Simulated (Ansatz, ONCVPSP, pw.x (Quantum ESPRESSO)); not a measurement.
# Ru: does the ONCV potential hold in the solid?

ONCVPSP 4.0.1.1 (patched build) input, shortened (lines: element, Z, core and valence counts, functional; n l f; lmax; l rc ep ncon nbas qcut; lloc lpopt rc5 dvloc0; l nproj debl; icmod fcfact rcfact), PBE, scalar-relativistic:

```
  Ru 44.00    6    5        4      upf
    1    0    2.00
    2    0    2.00
    2    1    6.00
    3    0    2.00
    3    1    6.00
    3    2   10.00
    4    0    2.00
    4    1    6.00
    4    2    7.00
    5    0    0.50
    5    1    0.50
    2
    0    1.65    0.00    4    7    6.10
    1    1.60    0.00    3    6    9.00
    2    1.45    0.00    3    7    7.90
    2    5    1.45    0.00
    0    2    0.90
    1    2    1.50
    2    0    2.90
    3    1.75    1.70
```

Crystal test: bcc Ru in pw.x 7.5, no spin, 15³ k-points, Fermi–Dirac smearing 0.01 Ry, cutoffs 70/280 Ry. The reference is all-electron LAPW (Ansatz 0.2.0) with the same functional, mesh and smearing; V0 and B0 come from Birch–Murnaghan fits to the pressures at five volumes. Errors are pseudo minus all-electron; Δ is the rms difference of the E(V) curves that follow from these fits, minima aligned, over ±6 % about the mean V0. Mesh and smearing are coarse, so the numbers serve the comparison and aren't converged zero-temperature values; the lattice is a test structure that the element need not adopt.

```
V (Å³/atom)  P all-electron (GPa)  P pseudo (GPa)
     13.482                 18.03           18.98
     13.837                  9.23           10.06
     14.192                  1.63            2.36
     14.547                 -4.93           -4.30
     14.902                -10.59          -10.04
```

All-electron: a0 = 3.056 Å (V0 = 14.28 Å³/atom), B0 = 274.2 GPa.

Pseudopotential: mean pressure error (GPa): +0.74; a0 (Å): 3.059; a0 error (%): +0.08; B0 error (%): +0.1; Δ (meV/atom): 2.2. Atomic configuration tests: 1 of 4 tests not solved or not reliable.

Task: At the middle volume, how do free energy and pressure move when the wave cutoff is lowered (ecutrho kept at four times it)?

Result:

```csv
cutoff (Ry),shift of F (meV/atom),shift of P (GPa)
32,+3498.0,-130.60
42,+754.1,-40.18
56,+48.4,-4.53
```

The run at the middle volume (120 k-points, 7 iterations) took about 33 s on one core of a shared host (Neoverse-N1, 64 threads, 124 GiB, load 58).
